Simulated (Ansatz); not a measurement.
# BeS: the cost of one run

Computed with Ansatz 0.2.0 (DFT PBE, scalar-relativistic, plane waves, PAW, unless a step's input says otherwise).

The COD entry's cell or inner coordinates are ideal or old and differ from later refinements, so a difference from it is no clean test against experiment.

2 further runs of the same task are left out: 2 set aside as unsound or not needed.

## Step 1: The structure to begin with

The structure is cubic, space group F-43m (No. 216). The conventional cell has a = 4.876 Å, b = 4.876 Å, c = 4.876 Å, α = 90.00°, β = 90.00°, γ = 90.00°. Around Be (site symmetry -43m) lie 4 S at 2.11 Å. S (site symmetry -43m) is surrounded by 4 Be at 2.11 Å.

Coordinates:

```cif
data_structure
_symmetry_space_group_name_H-M 'P 1'
_symmetry_Int_Tables_number 1
_cell_length_a 3.4477
_cell_length_b 3.4477
_cell_length_c 3.4477
_cell_angle_alpha 60.000
_cell_angle_beta 60.000
_cell_angle_gamma 60.000
_cell_volume 28.98
loop_
_atom_site_label
_atom_site_type_symbol
_atom_site_fract_x
_atom_site_fract_y
_atom_site_fract_z
_atom_site_occupancy
Be1 Be 0.00000 0.00000 0.00000 1
S1 S 0.75000 0.75000 0.75000 1
```

It is the result of an earlier relaxation at this level (volume 14.49 Å³/atom; gap on the mesh: 3.14 eV).

## Step 2: Relaxing to 0.001 eV/Å

The response runs start from a cell at rest, found with their own mesh and filling of the bands.

input.yaml

```yaml
crystal:
  lattice:
    - [0.0, 2.4379189089, 2.4379189089]
    - [2.4379189089, 0.0, 2.4379189089]
    - [2.4379189089, 2.4379189089, 0.0]
  atoms:
    - { symbol: Be, position: [0.0, 0.0, 0.0] }
    - { symbol: S, position: [0.75, 0.75, 0.75] }
basis:
  ecutwfc: 420
kpoints:
  mp_grid: { grid: [8, 8, 8] }
hamiltonian:
  xc: pbe
scf:
  occupations: { method: fixed }
output:
  forces: true
  stress: true
  eigenvalues: true
  write_density: true
  write_potential: true
  elf: true
  volumetric_format: npy
relax:
  adjacent_minimum: "off"
  f_tol: 0.001
  max_steps: 60
  cell: { stress_tol: 0.01 }
```

Command:

```sh
$ ansatz run input.yaml --threads 1 --pin off --max-ram 1228MiB --backend cpu --events-out ev --progress --plain --runs-dir out
```

**Question.** How long does this run take on 1 thread of Intel Xeon 6975P-C (Granite Rapids), shared host, and how much memory does it need?

About 2 s, with a peak of 0.3 GiB.
